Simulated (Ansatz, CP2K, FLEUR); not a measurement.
**BN: 3 runs at one level of theory**

```
N B
1.0
     2.49824    0.00000    0.00000
    -1.24912    2.16354    0.00000
     0.00000    0.00000    6.63570
N B
2 2
Direct
  0.66667 0.33333 0.25000
  0.33333 0.66667 0.75000
  0.66667 0.33333 0.75000
  0.33333 0.66667 0.25000
```

Alike in all runs: task band structure; functional RPBE; k mesh 12 × 12 × 4; occupations fermi-dirac, width 0.05 eV; no spin polarisation; no spin-orbit coupling. Pressure is positive in compression and, in plane waves, holds the error of the finite cutoff, which Ansatz's Pulay term estimates and takes out. Gaps are the smaller of the mesh's and the band path's.

| program and potentials | plane-wave cutoff (eV) | notes | band gap (eV) | pressure (GPa) |
| --- | --- | --- | --- | --- |
| Ansatz, Ansatz PAW | 420 | potentials made for PBE, which Ansatz adapts in part; Pulay term of +0.53 GPa included | 4.36 | 9.01 |
| CP2K, POTENTIAL_UZH N GTH-PBE-q5, B GTH-PBE-q3; TZVP-MOLOPT-PBE-GTH basis | - | atomic basis; potentials made for PBE | 4.37 | 6.34 |
| FLEUR, all-electron, FLAPW | - | - | 4.50 | - |

The band gap spans 4.36 (Ansatz, Ansatz PAW) to 4.50 eV (FLEUR, all-electron, FLAPW), with all-electron results at 4.50. The pressure spans 6.34 (CP2K, POTENTIAL_UZH N GTH-PBE-q5, B GTH-PBE-q3; TZVP-MOLOPT-PBE-GTH basis) to 9.01 GPa (Ansatz, Ansatz PAW). Some sets were made for another functional than the one run, which can shift their rows. The paths' points differ, which is worth about 0.01 eV. Rows in atomic bases carry the error of their basis and grid, which can be large.

The functional is the same throughout but for its coding, so the spread measures potentials, basis and numerics; runs on potential files found faulty are left out.
